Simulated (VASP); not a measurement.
# Cs, self-consistent run: which settings are enough?

Cs, P1 (no. 1), 32 atoms in the cell. PBE; PAW potentials Cs_sv (PBE set). VASP 6.6.1.

Wanted: energy within 2 meV/atom; forces within 0.01 eV/Å.

What the run is for: forces in a large cell; Accuracy asked: standard; Cell repeated: 2 × 2 × 1.

POSCAR:
```
Cs
1.0
   20.9145858000      0.0000000000      0.0000000000
    0.0000000000     20.9145858000      0.0000000000
    0.0000000000      0.0000000000      9.0557989400
Cs
32
Direct
    0.1231600000      0.4685130000      0.5001890000
    0.1231500000      0.9718040000      0.4978620000
    0.6234650000      0.4701410000      0.4968870000
    0.6229550000      0.9694590000      0.5019240000
    0.3746840000      0.0300610000      0.5056100000
    0.3775510000      0.5300980000      0.4974740000
    0.8766510000      0.0285300000      0.4905040000
    0.8749490000      0.5282070000      0.4985680000
    0.0301140000      0.1224410000      0.0006080000
    0.0295010000      0.6251140000      0.0031520000
    0.5313580000      0.1235150000      0.0023380000
    0.5304480000      0.6235950000     -0.0011590000
    0.4676240000      0.3773300000      0.0001500000
    0.4710550000      0.8771470000      0.0011790000
    0.9702010000      0.3790670000      0.0018890000
[... 4 lines left out ...]
    0.6261010000      0.7202390000      0.5022330000
    0.3718920000      0.2801490000      0.4966330000
    0.3745530000      0.7794480000      0.5069740000
    0.8718330000      0.2818580000      0.4957600000
    0.8713870000      0.7783450000      0.5024970000
    0.2798260000      0.1275270000      0.0052150000
    0.2808280000      0.6270010000      0.0028220000
    0.7796850000      0.1247320000      0.0017760000
    0.7817030000      0.6255520000     -0.0004340000
    0.2216690000      0.3731540000     -0.0012480000
    0.2204480000      0.8745470000      0.0031230000
    0.7189740000      0.3740690000      0.0007620000
    0.7200650000      0.8740290000     -0.0039830000
```

The series start from Plane-wave cutoff (eV): 250; Projection operators (LREAL): Auto, ROPT -0.00025; Parallel layout: defaults; Program: vasp_std; Electronic algorithm: ALGO=Normal; Bands a block (NSIM): NSIM=4; Data layout and linear algebra: defaults. Each series keeps the choices made before it, and each single choice may use up half of a tolerance.

## Plane-wave cutoff (eV)

| Plane-wave cutoff (eV) | Energy less reference (meV/atom) | Forces, largest deviation (eV/Å) | SCF iterations | Time (s) |
|---|---|---|---|---|
| 200 | 1.6 | 0.004 | 14 | 23 |
| 220 | -0.1 | 0.002 | 14 | 37 |
| 250 | -1.1 | 0.002 | 14 | 44 |
| 290 | -0.6 | 0.001 | 14 | 46 |
| 350 (reference) | 0.0 | 0.000 | 14 | 60 |

## Projection operators (LREAL)

| Projection operators (LREAL) | Energy less reference (meV/atom) | Forces, largest deviation (eV/Å) | SCF iterations | Time (s) |
|---|---|---|---|---|
| Auto, ROPT -0.005 | -0.8 | 0.010 | 14 | 47 |
| Auto, ROPT -0.002 | -0.5 | 0.010 | 14 | 45 |
| Auto, ROPT -0.001 | -0.1 | 0.012 | 14 | 46 |
| Auto, ROPT -0.0005 | 0.1 | 0.004 | 14 | 45 |
| Auto, ROPT -0.00025 | 0.0 | 0.002 | 14 | 46 |
| Auto, ROPT -0.0001 | 0.0 | 0.001 | 14 | 52 |
| False (reference) | 0.0 | 0.000 | 14 | 74 |

## Parallel layout

| Parallel layout | Energy less reference (meV/atom) | Forces, largest deviation (eV/Å) | SCF iterations | Time (s) |
|---|---|---|---|---|
| defaults | 0.0 | 0.000 | 14 | 45 |
| NCORE=2 | 0.0 | 0.000 | 14 | 42 |
| NCORE=4 | 0.0 | 0.000 | 14 | 38 |
| NCORE=8 | 0.0 | 0.000 | 14 | 35 |
| NPAR=2 | 0.0 | 0.000 | 14 | 35 |

## Program

| Program | Energy less reference (meV/atom) | Forces, largest deviation (eV/Å) | SCF iterations | Time (s) |
|---|---|---|---|---|
| vasp_std | 0.0 | 0.000 | 14 | 45 |
| vasp_gam | 0.0 | 0.000 | 14 | 30 |

## Electronic algorithm

| Electronic algorithm | Energy less reference (meV/atom) | Forces, largest deviation (eV/Å) | SCF iterations | Time (s) |
|---|---|---|---|---|
| ALGO=Normal | 0.0 | 0.000 | 14 | 30 |
| ALGO=Fast | 0.0 | 0.001 | 27 | 52 |
| ALGO=VeryFast | no result | no result | 120 | 257 |
| ALGO=All ISEARCH=1 | 0.0 | 0.001 | 22 | 46 |

## Bands a block (NSIM)

| Bands a block (NSIM) | Energy less reference (meV/atom) | Forces, largest deviation (eV/Å) | SCF iterations | Time (s) |
|---|---|---|---|---|
| NSIM=4 | 0.0 | 0.000 | 14 | 30 |
| NSIM=1 | 0.0 | 0.000 | 14 | 32 |
| NSIM=2 | 0.0 | 0.000 | 14 | 30 |
| NSIM=8 | 0.0 | 0.000 | 14 | 31 |
| NSIM=16 | 0.0 | 0.000 | 14 | 32 |

## Data layout and linear algebra

| Data layout and linear algebra | Energy less reference (meV/atom) | Forces, largest deviation (eV/Å) | SCF iterations | Time (s) |
|---|---|---|---|---|
| defaults | 0.0 | 0.000 | 14 | 30 |
| LPLANE=False | 0.0 | 0.000 | 14 | 30 |
| LSCALAPACK=False | 0.0 | 0.000 | 14 | 35 |
| LSCALU=True | 0.0 | 0.000 | 14 | 32 |

## Question

The rows run from the loosest to the tightest (no order: parallel layout, program, electronic algorithm, bands a block, data layout and linear algebra). For each series: choose the loosest value from which every tighter one stays within half of the tolerance; where there is no order, keep the first row unless others stay within half of the tolerance and take at least 30 % less time, and then take the fastest.

## Answer

- Plane-wave cutoff (eV): 290
- Projection operators (LREAL): Auto, ROPT -0.0005
- Parallel layout: defaults
- Program: vasp_gam
- Electronic algorithm: ALGO=Normal
- Bands a block (NSIM): NSIM=4
- Data layout and linear algebra: defaults

## All choices together

| Input | Energy less reference (meV/atom) | Forces, largest deviation (eV/Å) | Time (s) |
|---|---|---|---|
| the program's defaults (naive) | -1.6 | 0.013 | 34 |
| chosen settings | -0.3 | 0.005 | 30 |
| reference settings throughout | 0.0 | 0.000 | 94 |

The tolerance is met.

## The input

INCAR:
```
SYSTEM = Cs
ALGO = Normal ; EDIFF = 1E-6
ENCUT = 290 ; GGA = PE
GGA_COMPAT = .FALSE. ; ISIF = 2
ISMEAR = 1 ; ISYM = 0
LASPH = .TRUE. ; LCHARG = .FALSE.
LREAL = Auto ; LWAVE = .FALSE.
NELM = 120 ; NSIM = 4
PREC = Accurate ; ROPT = -0.0005
SIGMA = 0.1
```

KPOINTS:
```
k-points
0
Gamma
  1 1 1
```

Commands:
```
cat potpaw_PBE.64/Cs_sv/POTCAR > POTCAR
mpirun -np 8 vasp_gam > vasp.out
```

Limits: Only the k mesh 1 × 1 × 1 was run, so its error is untested.

The chosen input took VASP 6.6.1 30 s on 8 cores (Intel Xeon 6975P-C (Granite Rapids)), a shared host.

## An input that fails: Gamma-only program on a mesh of k points

VASP's message: You are using the Gamma-point-only version with more than one k-point or some other non-Gamma k-point.

k mesh: 1 × 1 × 1 becomes 2 × 2 × 2.

Changes against the starting input:
```
- NELM = 120
+ NELM = 67
- vasp_std
+ vasp_gam
(KPOINTS)
-k-points
+Automatic mesh
-  1 1 1
+  2 2 2
+  0 0 0
```
